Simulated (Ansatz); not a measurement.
## CuCl: frozen-core PAW against all-electron methods

```xyz
2
Lattice="0.0000 2.7372 2.7101 2.7372 0.0000 2.7101 2.7372 2.7372 0.0000" Properties=species:S:1:pos:R:3 pbc="T T T"
Cu    0.0000    0.0000    0.0000
Cl    4.1058    4.1058    4.0652
```

Atoms are numbered in the order listed.

The cell is COD entry 9013925, as deposited and not checked against the literature; nothing was relaxed. The listed cell was then made from it by scaling, straining or moving an atom.

Methods: DFT, PBE, PAW with Ansatz's default frozen-core files, scalar-relativistic (Ansatz 0.2.0); DFT, PBE, all-electron LAPW, scalar-relativistic (Ansatz 0.2.0).

For PAW: a Γ-centred 11×11×11 k mesh, Fermi–Dirac smearing of 0.03 eV, cutoff 420 eV, no spin polarisation. LAPW targets a basis error of 0.25 meV/atom. The Ansatz runs share mesh, smearing and spin set-up. Plane-wave (PAW) pressures include the program's estimate of the Pulay term.

Stress and pressure are positive in compression.

The change that made this cell: equal xx and yy strain of +1 %.

PAW results:

```json
{"quantity": "pressure (GPa)", "PAW": "-0.83"}
{"quantity": "stress xx (GPa)", "PAW": "-0.87"}
{"quantity": "stress zz (GPa)", "PAW": "-0.74"}
{"quantity": "band gap (eV)", "PAW": "0.488"}
```

(1) What does full-potential LAPW give for the same quantities?

Results:

(1) 
| quantity | LAPW |
| --- | --- |
| pressure (GPa) | -0.80 |
| stress xx (GPa) | -0.84 |
| stress zz (GPa) | -0.71 |
| band gap (eV) | 0.488 |
